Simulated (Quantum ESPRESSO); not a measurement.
# Au (Fm-3m) in Quantum ESPRESSO: notebook

Runs on Au. Level: PBE+U. Tasks: Hubbard U by linear response.

Everything below comes from runs of Quantum ESPRESSO 7.5. Logs are shortened: lines on timing, memory, paths and dates and some standing lists are left out, and cuts for length are marked.

**1. Starting point**

It takes space group Fm-3m (No. 225, cubic). Conventional cell: a = 4.070 Å, b = 4.070 Å, c = 4.070 Å, α = 90.00°, β = 90.00°, γ = 90.00°. Au (site symmetry m-3m) has 12 Au at 2.88 Å as nearest neighbours.

**2. Hubbard U by linear response, PBE+U**

pw.in

```
&CONTROL
  calculation = 'scf'
  prefix = 'pwscf'
  outdir = './tmp'
  pseudo_dir = './pseudo'
  tprnfor = .true.
  tstress = .true.
  disk_io = 'low'
/
&SYSTEM
  ibrav = 0
  nat = 1
  ntyp = 1
  ecutwfc = 45
  ecutrho = 360
  nbnd = 14
  occupations = 'smearing'
  smearing = 'mv'
  degauss = 0.01469973
/
&ELECTRONS
  conv_thr = 2d-10
  electron_maxstep = 120
  mixing_beta = 0.3
/
ATOMIC_SPECIES
Au   196.9666 au_pbe_v1.uspp.F.UPF
CELL_PARAMETERS angstrom
   0.0000000000    2.0350000000    2.0350000000
   2.0350000000    0.0000000000    2.0350000000
   2.0350000000    2.0350000000    0.0000000000
ATOMIC_POSITIONS angstrom
Au     0.0000000000    0.0000000000    0.0000000000
K_POINTS automatic
10 10 10 0 0 0
HUBBARD {ortho-atomic}
U Au-5d 0.0001
```

scf2.in

```
&CONTROL
  calculation = 'scf'
  prefix = 'pwscf'
  outdir = './tmp'
  pseudo_dir = './pseudo'
  tprnfor = .true.
  tstress = .true.
  disk_io = 'low'
/
&SYSTEM
  ibrav = 0
  nat = 1
  ntyp = 1
  ecutwfc = 45
  ecutrho = 360
  nbnd = 14
  occupations = 'smearing'
  smearing = 'mv'
  degauss = 0.01469973
/
&ELECTRONS
  conv_thr = 1d-13
  electron_maxstep = 120
  mixing_beta = 0.3
  startingpot = 'file'
  startingwfc = 'file'
/
ATOMIC_SPECIES
Au   196.9666 au_pbe_v1.uspp.F.UPF
CELL_PARAMETERS angstrom
   0.0000000000    2.0350000000    2.0350000000
   2.0350000000    0.0000000000    2.0350000000
   2.0350000000    2.0350000000    0.0000000000
ATOMIC_POSITIONS angstrom
Au     0.0000000000    0.0000000000    0.0000000000
K_POINTS automatic
10 10 10 0 0 0
HUBBARD {ortho-atomic}
U Au-5d 0.0001
```

hp.in

```
&INPUTHP
  prefix = 'pwscf'
  outdir = './tmp'
  nq1 = 2
  nq2 = 2
  nq3 = 2
  conv_thr_chi = 1d-06
  niter_max = 80
  iverbosity = 1
  alpha_mix(1) = 0.15
/
```

Potentials or basis: GBRV 1.5 PBE.

Run with:

```sh
> OMP_NUM_THREADS=1 pw.x -in pw.in > pw.out
> OMP_NUM_THREADS=1 pw.x -in scf2.in > scf2.out
> OMP_NUM_THREADS=1 hp.x -in hp.in > hp.out
```

pw.out:

```text
This program is part of the open-source Quantum ESPRESSO suite
     for quantum simulation of materials; please cite
[... 9 lines left out ...]
     --------------------
     sticks:   dense  smooth     PW     G-vecs:    dense   smooth      PW
     Sum         745     367    121                13323     4645     893

     Using Slab Decomposition

     bravais-lattice index     =            0
     lattice parameter (alat)  =       5.4385  a.u.
     unit-cell volume          =     113.7417 (a.u.)^3
     number of atoms/cell      =            1
     number of atomic types    =            1
     number of electrons       =        11.00
     number of Kohn-Sham states=           14
     kinetic-energy cutoff     =      45.0000  Ry
     charge density cutoff     =     360.0000  Ry
     scf convergence threshold =      2.0E-10
     mixing beta               =       0.3000
     number of iterations used =            8  plain     mixing
     Exchange-correlation= SLA  PW   PBE  PBE
                           (   1   4   3   4   0   0   0)
     Hubbard projectors: ortho-atomic
     Hubbard parameters of DFT+U (Dudarev formulation) in eV:
     U(Au-5d) =  0.0001

     Internal variables: lda_plus_u =T, lda_plus_u_kind = 0

     Internal variables: orbital_resolved =F, hub_pot_fix =F, apply_U = F

     celldm(1)=   5.438489  celldm(2)=   0.000000  celldm(3)=   0.000000
     celldm(4)=   0.000000  celldm(5)=   0.000000  celldm(6)=   0.000000

     crystal axes: (cart. coord. in units of alat)
               a(1) = (   0.000000   0.707107   0.707107 )
               a(2) = (   0.707107   0.000000   0.707107 )
               a(3) = (   0.707107   0.707107   0.000000 )

     reciprocal axes: (cart. coord. in units 2 pi/alat)
               b(1) = ( -0.707107  0.707107  0.707107 )
               b(2) = (  0.707107 -0.707107  0.707107 )
               b(3) = (  0.707107  0.707107 -0.707107 )

     PseudoPot. # 1 for Au read from file:
     au_pbe_v1.uspp.F.UPF
     Pseudo is Ultrasoft + core correction, Zval = 11.0
     Generated by new atomic code, or converted to UPF format
     Using radial grid of  985 points,  7 beta functions with:
                l(1) =   0
                l(2) =   0
                l(3) =   1
                l(4) =   1
                l(5) =   2
                l(6) =   2
                l(7) =   3
     Q(r) pseudized with  6 coefficients,  rinner =    1.900   1.900   1.900
                                                       1.900   1.900   1.900
                                                       1.900

     atomic species   valence    mass     pseudopotential
     Au               11.00   196.96660     Au( 1.00)

     48 Sym. Ops., with inversion, found

   Cartesian axes

     site n.     atom                  positions (alat units)
         1        Au     tau(   1) = (   0.0000000   0.0000000   0.0000000  )

     number of k points=    47  Marzari-Vanderbilt smearing, width (Ry)=  0.0147
                       cart. coord. in units 2pi/alat
        k(    1) = (   0.0000000   0.0000000   0.0000000), wk =   0.0020000
        k(    2) = (   0.0707107   0.0707107  -0.0707107), wk =   0.0160000
        k(    3) = (   0.1414214   0.1414214  -0.1414214), wk =   0.0160000
        k(    4) = (   0.2121320   0.2121320  -0.2121320), wk =   0.0160000
        k(    5) = (   0.2828427   0.2828427  -0.2828427), wk =   0.0160000
        k(    6) = (  -0.3535534  -0.3535534   0.3535534), wk =   0.0080000
[... 39 lines left out ...]
        k(   46) = (  -0.0707107  -0.3535534   0.6363961), wk =   0.0480000
        k(   47) = (  -0.7071068   0.2828427   0.0000000), wk =   0.0240000

     Dense  grid:    13323 G-vectors     FFT dimensions: (  36,  36,  36)

     Smooth grid:     4645 G-vectors     FFT dimensions: (  24,  24,  24)

     Initial potential from superposition of free atoms

     starting charge      10.9999, renormalised to      11.0000

     STARTING HUBBARD OCCUPATIONS:

     =================== HUBBARD OCCUPATIONS ===================
     ------------------------ ATOM    1 ------------------------
     Tr[ns(  1)] =  10.00000
     eigenvalues:
       1.000  1.000  1.000  1.000  1.000
     eigenvectors (columns):
       1.000  0.000  0.000  0.000  0.000
       0.000  1.000  0.000  0.000  0.000
       0.000  0.000  1.000  0.000  0.000
       0.000  0.000  0.000  1.000  0.000
       0.000  0.000  0.000  0.000  1.000
     occupation matrix ns (before diag.):
       1.000  0.000  0.000  0.000  0.000
       0.000  1.000  0.000  0.000  0.000
       0.000  0.000  1.000  0.000  0.000
       0.000  0.000  0.000  1.000  0.000
       0.000  0.000  0.000  0.000  1.000

     Number of occupied Hubbard levels =   10.0000

     Atomic wfc used for Hubbard projectors are orthogonalized

     Starting wfcs are    9 randomized atomic wfcs +    5 random wfcs

     Self-consistent Calculation

     iteration #  1     ecut=    45.00 Ry     beta= 0.30
     Davidson diagonalization with overlap
     ethr =  1.00E-02,  avg # of iterations =  8.9

     =================== HUBBARD OCCUPATIONS ===================
     ------------------------ ATOM    1 ------------------------
     Tr[ns(  1)] =   9.52202
     eigenvalues:
       0.942  0.942  0.942  0.968  0.968
     eigenvectors (columns):
      -0.000  0.000 -0.000 -0.085 -0.996
      -0.220  0.947  0.232  0.000  0.000
      -0.642 -0.320  0.697  0.000  0.000
       0.000 -0.000  0.000  0.996 -0.085
       0.734  0.005  0.679 -0.000 -0.000
     occupation matrix ns (before diag.):
       0.968 -0.000 -0.000  0.000  0.000
      -0.000  0.942 -0.000  0.000  0.000
      -0.000 -0.000  0.942  0.000  0.000
       0.000  0.000  0.000  0.968 -0.000
       0.000  0.000  0.000 -0.000  0.942

     Number of occupied Hubbard levels =    9.5220

     Threshold (ethr) on eigenvalues was too large:
     Diagonalizing with lowered threshold

     Davidson diagonalization with overlap
     ethr =  5.74E-04,  avg # of iterations =  1.7

     total energy              =    -114.97942914 Ry
     estimated scf accuracy    <       0.06286201 Ry

     iteration #  2     ecut=    45.00 Ry     beta= 0.30
     Davidson diagonalization with overlap
     ethr =  5.71E-04,  avg # of iterations =  1.7

     total energy              =    -114.98355704 Ry
     estimated scf accuracy    <       0.00625934 Ry

     iteration #  3     ecut=    45.00 Ry     beta= 0.30
     Davidson diagonalization with overlap
     ethr =  5.69E-05,  avg # of iterations =  3.9

     total energy              =    -114.98422613 Ry
     estimated scf accuracy    <       0.00071130 Ry
[... 26 lines left out ...]
     total energy              =    -114.98427425 Ry
     estimated scf accuracy    <          6.8E-09 Ry

     iteration #  8     ecut=    45.00 Ry     beta= 0.30
     Davidson diagonalization with overlap
     ethr =  6.21E-11,  avg # of iterations =  1.1

     total energy              =    -114.98427425 Ry
     estimated scf accuracy    <          3.2E-10 Ry

     iteration #  9     ecut=    45.00 Ry     beta= 0.30
     Davidson diagonalization with overlap
     ethr =  2.93E-12,  avg # of iterations =  1.9

     End of self-consistent calculation

     =================== HUBBARD OCCUPATIONS ===================
     ------------------------ ATOM    1 ------------------------
     Tr[ns(  1)] =   9.62830
     eigenvalues:
       0.955  0.955  0.955  0.975  0.975
     eigenvectors (columns):
      -0.000 -0.000 -0.000  0.028 -1.000
      -0.227  0.260 -0.939 -0.000  0.000
      -0.633  0.693  0.345 -0.000  0.000
       0.000  0.000  0.000 -1.000 -0.028
       0.740  0.672  0.007  0.000 -0.000
     occupation matrix ns (before diag.):
       0.975 -0.000 -0.000  0.000  0.000
      -0.000  0.955 -0.000  0.000  0.000
      -0.000 -0.000  0.955  0.000  0.000
       0.000  0.000  0.000  0.975 -0.000
       0.000  0.000  0.000 -0.000  0.955

     Number of occupied Hubbard levels =    9.6283

          k = 0.0000 0.0000 0.0000 (   561 PWs)   bands (ev):

     5.9016  11.1203  11.1203  11.1203  12.6602  12.6602  30.4695  34.5486
    34.5486  34.5486  36.3259  36.3259  36.3259  39.5954

          k = 0.0707 0.0707-0.0707 (   573 PWs)   bands (ev):

     6.2492  11.0118  11.2346  11.2346  12.6130  12.6130  30.8464  32.6429
    34.9479  34.9479  36.2961  36.3337  36.3337  40.2047

          k = 0.1414 0.1414-0.1414 (   579 PWs)   bands (ev):

     7.1776  10.8737  11.4083  11.4083  12.6556  12.6556  29.0192  31.6915
    35.7331  35.7331  36.2719  36.4520  36.4520  38.0683

          k = 0.2121 0.2121-0.2121 (   577 PWs)   bands (ev):

     8.1377  11.3333  11.3333  11.3810  13.0877  13.0877  25.1427  31.1493
    35.3254  35.3254  36.3002  36.4500  36.4500  38.6782
[... 118 lines left out ...]
     8.8420   9.1929  13.7143  13.7821  13.7821  14.6136  24.8014  26.8772
    26.8772  32.8902  35.3319  36.3213  36.3214  36.3214

          k =-0.0707-0.6364 0.6364 (   588 PWs)   bands (ev):

     8.8855   9.2056  13.3641  13.5616  14.1004  16.9876  22.4052  25.4142
    26.6146  33.7921  36.0678  36.3151  36.3175  36.3373

          k = 0.0000-0.5657 0.5657 (   586 PWs)   bands (ev):

     9.1463   9.6324  12.4634  13.2073  13.9170  19.5629  20.5153  23.8010
    27.6733  33.8728  36.3126  36.3128  36.3195  38.4377

          k =-0.7071 0.0000 0.0000 (   588 PWs)   bands (ev):

     8.7005   9.0227  13.8369  14.2151  14.2151  16.8609  21.7480  25.9203
    25.9203  33.2114  35.7532  36.3143  36.3168  36.3168

          k = 0.2828 0.1414 0.0000 (   581 PWs)   bands (ev):

     7.9799  10.3905  11.4304  11.9466  12.2626  13.3117  29.0769  30.5610
    33.9069  34.0847  36.1983  36.3317  36.3319  37.9578

          k = 0.3536 0.2121-0.0707 (   579 PWs)   bands (ev):

     8.9315  10.4796  11.0656  11.9661  12.8423  14.2278  25.5737  29.5222
    32.0334  34.9771  36.2706  36.3202  36.3473  37.9676

          k =-0.2828-0.4243 0.5657 (   578 PWs)   bands (ev):

     9.1737  10.7485  11.3536  11.8119  13.5508  15.7176  21.7449  29.2204
    30.6482  33.7234  36.3124  36.3230  36.3430  39.5490

          k =-0.2121-0.3536 0.4950 (   584 PWs)   bands (ev):

     9.1641  10.6270  11.6671  11.9626  13.7784  17.6418  18.9570  29.5612
    29.7412  33.0181  36.3152  36.3197  36.3336  40.3716
[... 28 lines left out ...]
     9.1645   9.4357  12.2880  13.4818  13.7773  16.1879  23.9256  26.1332
    26.8894  34.8319  35.8928  36.3162  36.3252  36.3476

          k =-0.0707-0.4950 0.6364 (   583 PWs)   bands (ev):

     9.3648   9.7563  11.8960  13.0363  14.0220  18.7556  21.5026  24.4922
    26.7421  35.2134  36.3113  36.3160  36.3342  38.4028

          k = 0.0000-0.4243 0.5657 (   586 PWs)   bands (ev):

     9.6938  10.2632  11.2532  12.6168  13.7785  19.1930  21.8386  23.0574
    27.9988  34.9349  36.3113  36.3157  36.3402  40.3955

          k =-0.7071 0.1414 0.0000 (   578 PWs)   bands (ev):

     9.0045   9.2851  12.9726  13.4684  14.2158  18.4212  21.3195  25.2373
    25.6611  35.0372  36.1819  36.3176  36.3307  36.3445

          k =-0.1414-0.4243 0.7071 (   575 PWs)   bands (ev):

     9.8982  10.1475  10.8574  12.7821  13.7678  17.8985  22.9780  24.2376
    27.2473  36.2233  36.3125  36.3210  37.1462  37.6191

          k =-0.0707-0.3536 0.6364 (   580 PWs)   bands (ev):

     9.9308  10.3906  10.7847  12.5225  13.9975  19.7402  21.1841  23.9530
    26.4196  36.2378  36.3143  36.3162  36.9936  39.0436

          k =-0.7071 0.2828 0.0000 (   582 PWs)   bands (ev):

     9.6631  10.0643  11.3290  12.6799  14.2169  20.7525  20.9436  23.4015
    25.3924  36.2855  36.3131  36.3145  37.6746  39.1357

     the Fermi energy is    15.8500 ev

!    total energy              =    -114.98427425 Ry
     estimated scf accuracy    <          2.5E-11 Ry
     smearing contrib. (-TS)   =      -0.00005024 Ry
     internal energy E=F+TS    =    -114.98422401 Ry

     The total energy is F=E-TS. E is the sum of the following terms:
     one-electron contribution =      11.08252857 Ry
     hartree contribution      =       8.35155899 Ry
     xc contribution           =     -62.28790809 Ry
     ewald contribution        =     -72.13040479 Ry
     Hubbard energy            =       0.00000131 Ry

     convergence has been achieved in   9 iterations

     Forces acting on atoms (cartesian axes, Ry/au):

     atom    1 type  1   force =     0.00000000    0.00000000    0.00000000

     Total force =     0.000000     Total SCF correction =     0.000000

     Computing stress (Cartesian axis) and pressure

          total   stress  (Ry/bohr**3)                   (kbar)     P=      108.97
   0.00074076  -0.00000000   0.00000000          108.97       -0.00        0.00
  -0.00000000   0.00074076  -0.00000000           -0.00      108.97       -0.00
   0.00000000  -0.00000000   0.00074076            0.00       -0.00      108.97

=------------------------------------------------------------------------------=
   JOB DONE.
=------------------------------------------------------------------------------=
```

Wall time 76 s (1 thread of Arm Neoverse V2, shared host); peak memory 0.12 GiB.

What came out:

* Free energy: -1564.4407 eV
* Pressure: 10.9 GPa
* Band gap on the k mesh: none (metal or under the smearing width)
* Hubbard U from linear response: 7.32 eV

Eigenvalues of the final occupation matrices:
```
   site  spin  trace               eigenvalues
Au 1 5d  each   4.81  0.95 0.95 0.95 0.97 0.97
```

Hubbard U from linear response:
```tsv
site	manifold	U (eV)
1	Au-5d	7.32
```
On the first site the bare response is -0.123 and the screened one -0.064 eV⁻¹.

Caveat: the computed U isn't converged in cell size; U without spin polarisation on a metal has little footing; the U is typed as a test and isn't derived for this compound. Spin-orbit coupling is left out, which matters for the levels of Au.

(Part 1 of 3 ends here.)
